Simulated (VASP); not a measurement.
# Ni (Fm-3m) in VASP: notebook

One crystal, Ni, is run at these levels: PBE; tasks: single point.

Everything below comes from runs of VASP 6.6.1. Logs are shortened: lines on timing, memory, paths and dates and some standing lists are left out, and cuts for length are marked.

### Step 1. The undisturbed crystal

It takes space group Fm-3m (No. 225, cubic). The conventional cell has a = 3.524 Å, b = 3.524 Å, c = 3.524 Å, α = 90.00°, β = 90.00°, γ = 90.00°. Ni (site symmetry m-3m) is surrounded by 12 Ni at 2.49 Å.

### Step 2. Single point, PBE, collinear spin, ferromagnetic start (a relaxed cell with its volume scaled by 0.97)

File INCAR:

```
SYSTEM = Ni
PREC     = Accurate       ! precision mode
ENCUT    = 520            ! plane-wave cutoff, eV
EDIFF    = 1E-7           ! SCF threshold, eV
ISMEAR   = 0              ! smearing method
SIGMA    = 0.1            ! smearing width, eV
LREAL    = .False.        ! projectors in reciprocal space
LASPH    = .True.         ! aspherical terms in the spheres
NELM     = 100            ! most SCF steps
ALGO     = Fast           ! electronic algorithm
ISIF     = 2              ! what is computed and relaxed
LWAVE    = .False.        ! write WAVECAR
LCHARG   = .False.        ! write CHGCAR
ISPIN    = 2              ! spin polarisation
MAGMOM   = 0.8            ! initial moments
LORBIT   = 11             ! projections on sites
LMAXMIX  = 4              ! l up to which the mixer works
GGA      = PE             ! functional
```

File KPOINTS:

```
regular mesh
0
Gamma
  12 12 12
  0 0 0
```

File POSCAR:

```
Ni                                      
1.0
    0.0000000000      1.7425460842      1.7425460842
    1.7425460842      0.0000000000      1.7425460842
    1.7425460842      1.7425460842      0.0000000000
  Ni            
     1
Direct
     0.0000000000000000    0.0000000000000000    0.0000000000000000
```

Potentials or basis: VASP PAW PBE potentials, release 64 (Ni).

The run is started by

```
> cat potpaw_PBE.64/Ni/POTCAR > POTCAR
> mpirun -np 1 vasp_std > vasp.out
```

OUTCAR:

```text
SYSTEM = Ni
   PREC = Accurate
   ENCUT = 520
   EDIFF = 1E-7
   ISMEAR = 0
   LREAL = .False.
   LASPH = .True.
   NELM = 100
   ISIF = 2
   ISPIN = 2
   LORBIT = 11
   GGA = PE

 ion  position               nearest neighbor table
   1  0.000  0.000  0.000-

  LATTYP: Found a face centered cubic cell.
 ALAT       =     3.4850921684

  Lattice vectors:

 A1 = (   0.0000000000,   1.7425460842,   1.7425460842)
 A2 = (   1.7425460842,   0.0000000000,   1.7425460842)
 A3 = (   1.7425460842,   1.7425460842,   0.0000000000)

Analysis of symmetry for initial positions (statically):
=====================================================================
 Subroutine PRICEL returns:
 Original cell was already a primitive cell.

 Routine SETGRP: Setting up the symmetry group for a
 face centered cubic supercell.

 Subroutine GETGRP returns: Found 48 space group operations
 (whereof 48 operations were pure point group operations)
 out of a pool of 48 trial point group operations.

The static configuration has the point symmetry O_h .

Analysis of symmetry for dynamics (positions and initial velocities):
=====================================================================
 Subroutine PRICEL returns:
 Original cell was already a primitive cell.

 Routine SETGRP: Setting up the symmetry group for a
 face centered cubic supercell.

 Subroutine GETGRP returns: Found 48 space group operations
 (whereof 48 operations were pure point group operations)
 out of a pool of 48 trial point group operations.

The dynamic configuration has the point symmetry O_h .

Analysis of structural, dynamic, and magnetic symmetry:
=====================================================================
 Subroutine PRICEL returns:
 Original cell was already a primitive cell.

 Routine SETGRP: Setting up the symmetry group for a
 face centered cubic supercell.

 Subroutine GETGRP returns: Found 48 space group operations
 (whereof 48 operations were pure point group operations)
 out of a pool of 48 trial point group operations.

The overall configuration has the point symmetry O_h .

 Subroutine INISYM returns: Found 48 space group operations
 (whereof 48 operations are pure point group operations),
 and found     1 'primitive' translations

----------------------------------------------------------------------------------------

                                     Primitive cell

  volume of cell :      10.5824

  direct lattice vectors                    reciprocal lattice vectors
     0.000000000  1.742546084  1.742546084    -0.286936457  0.286936457  0.286936457
     1.742546084  0.000000000  1.742546084     0.286936457 -0.286936457  0.286936457
     1.742546084  1.742546084  0.000000000     0.286936457  0.286936457 -0.286936457

  length of vectors
     2.464332305  2.464332305  2.464332305     0.496988523  0.496988523  0.496988523

  position of ions in fractional coordinates (direct lattice)
     0.000000000  0.000000000  0.000000000

  ion indices of the primitive-cell ions
   primitive index   ion index
                 1           1

----------------------------------------------------------------------------------------

 KPOINTS: regular mesh

Automatic generation of k-mesh.
 Grid dimensions read from file:
 generate k-points for:   12   12   12

 Generating k-lattice:

  Cartesian coordinates                     Fractional coordinates (reciprocal lattice)
    -0.023911371  0.023911371  0.023911371     0.083333333  0.000000000  0.000000000
     0.023911371 -0.023911371  0.023911371     0.000000000  0.083333333  0.000000000
     0.023911371  0.023911371 -0.023911371     0.000000000  0.000000000  0.083333333

  Length of vectors
     0.041415710  0.041415710  0.041415710

  Shift w.r.t. Gamma in fractional coordinates (k-lattice)
     0.000000000  0.000000000  0.000000000

 Subroutine IBZKPT returns following result:
 ===========================================

 Found     72 irreducible k-points:

 Following reciprocal coordinates:
            Coordinates               Weight
  0.000000  0.000000  0.000000      1.000000
  0.083333  0.000000  0.000000      8.000000
  0.166667  0.000000  0.000000      8.000000
  0.250000  0.000000  0.000000      8.000000
  0.333333  0.000000  0.000000      8.000000
  0.416667  0.000000  0.000000      8.000000
[... 16 lines left out ...]
  0.500000  0.166667  0.000000     24.000000
 -0.416667  0.166667  0.000000     24.000000
 [... further k-points ...]
   k-points           NKPTS =     72   k-points in BZ     NKDIM =     72   number of bands    NBANDS=      9
   number of dos      NEDOS =    301   number of ions     NIONS =      1
   total plane-waves  NPLWV =   5832
   dimension x,y,z NGX =    18 NGY =   18 NGZ =   18
   dimension x,y,z NGXF=    36 NGYF=   36 NGZF=   36
   ions per type =               1
   NGX,Y,Z   is equivalent  to a cutoff of  12.14, 12.14, 12.14 a.u.
   NGXF,Y,Z  is equivalent  to a cutoff of  24.29, 24.29, 24.29 a.u.
 SYSTEM =  Ni
   PREC   = accura    normal or accurate (medium, high low for compatibility)
   ISTART =      0    job   : 0-new  1-cont  2-samecut
   ICHARG =      2    charge: 1-file 2-atom 10-const
   ISPIN  =      2    spin polarized calculation?
   LNONCOLLINEAR =      F non collinear calculations
   LSORBIT =      F    spin-orbit coupling
   LASPH  =      T    aspherical Exc in radial PAW
   ENCUT  =  520.0 eV  38.22 Ry    6.18 a.u.   4.58  4.58  4.58*2*pi/ulx,y,z
   NELM   =    100;   NELMIN=  2; NELMDL= -5     # of ELM steps
   EDIFF  = 0.1E-06   stopping-criterion for ELM
   LREAL  =      F    real-space projection
   EDIFFG = 0.1E-05   stopping-criterion for IOM
   NSW    =      0    number of steps for IOM
   IBRION =     -1    ionic relax: 0-MD 1-quasi-New 2-CG
   NFREE  =      0    steps in history (QN), initial steepest desc. (CG)
   ISIF   =      2    stress and relaxation
   ISYM   =      2    0-nonsym 1-usesym 2-fastsym
   POTIM  = 0.5000    time-step for ionic-motion
   TEBEG  =    0.0;   TEEND  =   0.0 temperature during run
   PSTRESS=    0.0 pullay stress
   NELECT =      10.0000    total number of electrons
   NUPDOWN=      -1.0000    fix difference up-down
   EMIN   =  10.00;   EMAX   =-10.00  energy-range for DOS
   EFERMI =   0.00;   METHOD = LEGACY
   ISMEAR =     0;   SIGMA  =   0.10  broadening in eV -4-tet -1-fermi 0-gaus
   EFERMI_NEDOS =   21; number of points for ismear=-14 and -15
   IALGO  =     68    algorithm
   IMIX   =      4    mixing-type and parameters
     AMIX     =   0.40;   BMIX     =  1.00
     AMIX_MAG =   1.60;   BMIX_MAG =  1.00
  volume/ion in A,a.u.               =      10.58        71.41
  Fermi-wavevector in a.u.,A,eV,Ry     =   1.606499  3.035844 35.114463  2.580840
  Thomas-Fermi vector in A             =   2.702677
   LORBIT       =     11    0 simple, 1 ext, 2 COOP (PROOUT), +10 PAW based schemes
   GGA     = PE    functional components
   LHFCALC =     F    Hartree Fock is set to
   AEXX    =    0.0000 exact exchange contribution
   IVDW    =     0    specifies the selected vdW correction
   LEPSILON=     F    determine dielectric tensor
   LRPA    =     F    only Hartree local field effects (RPA)
 spin polarized calculation
 RMM-DIIS sequential band-by-band and
 Gauss-broadening in eV      SIGMA  =   0.10
  energy-cutoff  :      520.00
  volume of cell :       10.58
 maximum number of plane-waves:       295
   NGX =  9   NGY =  9   NGZ =  9

 number of electron      10.0000003 magnetization       0.6639983

 Free energy of the ion-electron system (eV)
  ---------------------------------------------------
  ext. energy  EPLUGINS =         0.00000000
  ---------------------------------------------------
  free energy    TOTEN  =        -5.46744437 eV

  energy without entropy =       -5.45848177  energy(sigma->0) =       -5.46296307

 E-fermi :   9.7710     XC(G=0): -13.4212

 val. band max:        9.7581769143   @ k =  -0.1667   0.1667   0.0000
 cond. band min:       9.7871454595   @ k =   0.5000   0.1667   0.0833
 fundamental gap:      0.0289685453
 Fermi energy:         9.7710157388

 spin component 1

 k-point     1 :       0.0000    0.0000    0.0000
  band No.  band energies     occupation
      1       0.5689      1.00000
      2       7.2365      1.00000
      3       7.2365      1.00000
      4       7.2365      1.00000
      5       8.4642      1.00000
      6       8.4642      1.00000
      7      33.7381      0.00000
      8      37.8112      0.00000
      9      37.8112      0.00000

 k-point     2 :       0.0833    0.0000    0.0000
  band No.  band energies     occupation
      1       0.8453      1.00000
      2       7.1655      1.00000
      3       7.2974      1.00000
      4       7.2974      1.00000
      5       8.4391      1.00000
      6       8.4391      1.00000
      7      32.6917      0.00000
      8      35.4095      0.00000
      9      37.2448      0.00000

 k-point     3 :       0.1667    0.0000    0.0000
  band No.  band energies     occupation
      1       1.6440      1.00000
      2       7.0015      1.00000
      3       7.4258      1.00000
      4       7.4258      1.00000
      5       8.4162      1.00000
      6       8.4162      1.00000
      7      28.7772      0.00000
      8      34.5400      0.00000
      9      36.3681      0.00000
[... 229 lines left out ...]
 k-point    23 :       0.5000    0.1667    0.0000
  band No.  band energies     occupation
      1       5.2763      1.00000
      2       6.7816      1.00000
      3       7.3486      1.00000
      4       7.6869      1.00000
      5       9.1683      1.00000
      6      11.4662      0.00000
      7      16.7769      0.00000
      8      27.8068      0.00000
      9      30.5568      0.00000

 k-point    24 :      -0.4167    0.1667    0.0000
  band No.  band energies     occupation
      1       5.3316      1.00000
      2       6.8399      1.00000
      3       7.4514      1.00000
      4       7.6467      1.00000
      5       9.0012      1.00000
      6      11.9947      0.00000
      7      16.1094      0.00000
      8      26.8154      0.00000
      9      31.7015      0.00000

 [... further k-points ...]

 spin component 2

 k-point     1 :       0.0000    0.0000    0.0000
  band No.  band energies     occupation
      1       0.5374      1.00000
      2       8.0334      1.00000
      3       8.0334      1.00000
      4       8.0334      1.00000
      5       9.0856      1.00000
      6       9.0856      1.00000
      7      33.5721      0.00000
      8      37.7934      0.00000
      9      37.7934      0.00000

 k-point     2 :       0.0833    0.0000    0.0000
  band No.  band energies     occupation
      1       0.8143      1.00000
      2       7.9522      1.00000
      3       8.0964      1.00000
      4       8.0964      1.00000
      5       9.0594      1.00000
      6       9.0594      1.00000
      7      32.6368      0.00000
      8      35.3568      0.00000
      9      37.2707      0.00000

 k-point     3 :       0.1667    0.0000    0.0000
  band No.  band energies     occupation
      1       1.6174      1.00000
      2       7.7560      1.00000
      3       8.2146      1.00000
      4       8.2146      1.00000
      5       9.0502      1.00000
      6       9.0502      1.00000
      7      28.8639      0.00000
      8      34.4186      0.00000
      9      36.4393      0.00000
[... 229 lines left out ...]
 k-point    23 :       0.5000    0.1667    0.0000
  band No.  band energies     occupation
      1       5.7384      1.00000
      2       7.2290      1.00000
      3       7.9675      1.00000
      4       8.3534      1.00000
      5       9.9756      0.00190
      6      11.8589      0.00000
      7      17.1068      0.00000
      8      27.8663      0.00000
      9      30.6372      0.00000

 k-point    24 :      -0.4167    0.1667    0.0000
  band No.  band energies     occupation
      1       5.8233      1.00000
      2       7.3189      1.00000
      3       8.0234      1.00000
      4       8.2975      1.00000
      5       9.8144      0.26976
      6      12.3353      0.00000
      7      16.4888      0.00000
      8      26.8959      0.00000
      9      31.7847      0.00000

 [... further k-points ...]

------------------------ aborting loop because EDIFF is reached ----------------------------------------

  FORCE on cell =-STRESS in cart. coord.  units (eV):
  Direction    XX          YY          ZZ          XY          YZ          ZX
  --------------------------------------------------------------------------------------
  -------------------------------------------------------------------------------------
  Total        0.4146771      0.4146771      0.4146771     -0.0000000     -0.0000000      0.0000000
  in kB       62.7823796     62.7823796     62.7823796     -0.0000000     -0.0000000      0.0000000
  external PRESSURE =      62.7823796 kB  Pullay stress =       0.0000000 kB

 VOLUME and BASIS-vectors are now :
 -----------------------------------------------------------------------------
  energy-cutoff  :      520.00
  volume of cell :       10.58
      direct lattice vectors                 reciprocal lattice vectors
     0.000000000  1.742546084  1.742546084    -0.286936457  0.286936457  0.286936457
     1.742546084  0.000000000  1.742546084     0.286936457 -0.286936457  0.286936457
     1.742546084  1.742546084  0.000000000     0.286936457  0.286936457 -0.286936457

 POSITION                                       TOTAL-FORCE (eV/Angst)
 -----------------------------------------------------------------------------------
      0.00000      0.00000      0.00000        -0.000000      0.000000      0.000000
 -----------------------------------------------------------------------------------
    total drift:                                0.000000     -0.000000     -0.000000

  FREE ENERGIE OF THE ION-ELECTRON SYSTEM (eV)
  ---------------------------------------------------
  free  energy   TOTEN  =        -5.4674443726 eV

  energy  without entropy=       -5.4584817736  energy(sigma->0) =       -5.46296307

 total charge

# of ion       s       p       d       tot
------------------------------------------
    1        0.511   0.525   8.324   9.360

 magnetization (x)

# of ion       s       p       d       tot
------------------------------------------
    1       -0.006  -0.026   0.706   0.673
```

It took 11 s on 1 thread of Intel Xeon Platinum 8488C (Sapphire Rapids), shared host; peak memory 0.13 GiB.

What came out:

| Item | Value |
| --- | --- |
| Free energy | -5.4674 eV |
| Pressure | 6.3 GPa |
| Band gap on the k mesh | none (metal or under the smearing width) |
| Net moment | 0.66 μB per cell |
| Site moments | Ni +0.67 μB |
| Valence electrons inside the program's atomic spheres | Ni 9.36 |

Levels at points of the mesh, in eV from the Fermi level:
Spin up:
| k point | band 1 | band 2 | band 3 | band 4 | band 5 | band 6 | band 7 | band 8 | band 9 |
| --- | --- | --- | --- | --- | --- | --- | --- | --- | --- |
| (0.00, 0.00, 0.00) | -9.20 | -2.53 | -2.53 | -2.53 | -1.31 | -1.31 | 23.97 | 28.04 | 28.04 |
| (0.50, 0.00, 0.00) | -5.01 | -2.51 | -2.51 | -0.63 | -0.63 | -0.34 | 5.85 | 22.44 | 25.16 |
| (0.50, 0.50, 0.00) | -4.83 | -4.37 | -0.57 | -0.49 | -0.49 | 2.47 | 9.46 | 15.09 | 15.09 |
Spin down:
```tsv
k point	band 1	band 2	band 3	band 4	band 5	band 6	band 7	band 8
(0.00, 0.00, 0.00)	-9.23	-1.74	-1.74	-1.74	-0.69	-0.69	23.80	28.02
(0.50, 0.00, 0.00)	-4.55	-1.86	-1.86	-0.40	0.17	0.17	6.30	22.30
(0.50, 0.50, 0.00)	-4.47	-3.72	0.08	0.42	0.42	2.43	9.72	15.10
```

(Part 1 of 3 ends here.)
